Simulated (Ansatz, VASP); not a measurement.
**One calculation of Be, two programs**

```
CELL_PARAMETERS angstrom
2.25808 0.00000 0.00000
-1.12904 1.95556 0.00000
0.00000 0.00000 3.55028
ATOMIC_POSITIONS crystal
Be 0.33333 0.66667 0.25000
Be 0.66667 0.33333 0.75000
```

Alike in both runs: functional PBEsol; k mesh 16 × 16 × 10; occupations fermi-dirac, width 0.05 eV; no spin polarisation.

Ansatz relaxed the structure, and its values are those at the end. VASP's run is a single point on that final structure, the one shown.

|  | VASP | Ansatz |
| --- | --- | --- |
| version | VASP 6.6.1 | Ansatz 0.2.0 |
| potentials or method | VASP PAW PBE potentials, release 64 (Be) | PAW with Ansatz's default frozen-core files, scalar-relativistic |
| plane-wave cutoff (eV) | 520 | 420 |
| valence electrons in the cell | 4 | 4 |

|  | VASP | Ansatz | Ansatz less VASP |
| --- | --- | --- | --- |
| pressure (GPa) | 0.4 | 0.0 | -0.38 |

The functional is the same, so the differences come from potentials, cutoffs and numerics.

Caveats: the PAW data sets were made with another functional, which shifts forces and pressure a little (VASP).
